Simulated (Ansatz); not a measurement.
# HgSe: the cost of one run

Method: DFT PBEsol, scalar-relativistic, plane waves, PAW, in Ansatz 0.2.0.

2 further runs of the same task are left out: 2 set aside as unsound or not needed.

## (1) The structure to begin with

It takes space group F-43m (No. 216, cubic). Conventional cell: a = 6.134 Å, b = 6.134 Å, c = 6.134 Å, α = 90.00°, β = 90.00°, γ = 90.00°. Around Hg (site symmetry -43m) lie 4 Se at 2.66 Å. Around Se (site symmetry -43m) lie 4 Hg at 2.66 Å.

Structure file:

```
Hg Se
1.0
     0.00000    3.06698    3.06698
     3.06698    0.00000    3.06698
     3.06698    3.06698    0.00000
Hg Se
1 1
Cartesian
  0.0000 0.0000 0.0000
  1.5335 1.5335 1.5335
```

This cell was relaxed beforehand with the same method: volume 28.85 Å³/atom, gap on the mesh none (metal).

## (2) The cluster of 14 host atoms, cut as a sphere about cell point 3/8

The cluster is cut from the relaxed crystal and set in a periodic box with vacuum round it. Its excess energy counts from the bulk, -9546.3151 eV an atom.

The cell holds 7 Hg, 7 Se: a = 16.200 Å, b = 16.500 Å, c = 16.800 Å, α = 90.00°, β = 90.00°, γ = 90.00°.

## (3) Relaxation

The input, input.yaml:

```yaml
crystal:
  lattice:
    - [16.2, 0.0, 0.0]
    - [0.0, 16.5, 0.0]
    - [0.0, 0.0, 16.8]
  atoms:
    - { symbol: Hg, position: [0.3580103267, 0.3605919571, 0.3630813865], spin: 0.4 }
    - { symbol: Se, position: [0.4526701089, 0.4535306524, 0.2718023108], spin: 0.4 }
    - { symbol: Se, position: [0.4526701089, 0.4535306524, 0.6369186135], spin: 0.4 }
    - { symbol: Hg, position: [0.3580103267, 0.5464693476, 0.5456395378], spin: 0.4 }
    - { symbol: Hg, position: [0.7366494555, 0.5464693476, 0.5456395378], spin: 0.4 }
    - { symbol: Se, position: [0.4526701089, 0.2676532619, 0.4543604622], spin: 0.4 }
    - { symbol: Se, position: [0.4526701089, 0.6394080429, 0.4543604622], spin: 0.4 }
    - { symbol: Hg, position: [0.5473298911, 0.3605919571, 0.5456395378], spin: 0.4 }
    - { symbol: Hg, position: [0.5473298911, 0.7323467381, 0.5456395378], spin: 0.4 }
    - { symbol: Se, position: [0.2633505445, 0.4535306524, 0.4543604622], spin: 0.4 }
    - { symbol: Se, position: [0.6419896733, 0.4535306524, 0.4543604622], spin: 0.4 }
    - { symbol: Hg, position: [0.5473298911, 0.5464693476, 0.3630813865], spin: 0.4 }
    - { symbol: Hg, position: [0.5473298911, 0.5464693476, 0.7281976892], spin: 0.4 }
    - { symbol: Se, position: [0.6419896733, 0.6394080429, 0.6369186135], spin: 0.4 }
basis:
  ecutwfc: 420
kpoints:
  mp_grid: { grid: [1, 1, 1] }
hamiltonian:
  xc: pbesol
scf:
  occupations: { method: gaussian, width: 0.05 }
  lower_state_search: "off"
output:
  forces: true
  eigenvalues: true
  populations: true
  write_density: true
  write_potential: true
  elf: true
  volumetric_format: npy
magnetization:
  spin_polarized: true
relax:
  adjacent_minimum: "off"
  f_tol: 0.03
  max_steps: 40
```

Launch:

```bash
$ ansatz run input.yaml --threads 4 --pin off --max-ram 11264MiB --backend cpu --events-out ev --progress --plain --runs-dir out
```

What time and memory should one allow on 4 threads of Arm Neoverse V1, shared host?

About 38 min, with a peak of 5 GiB.
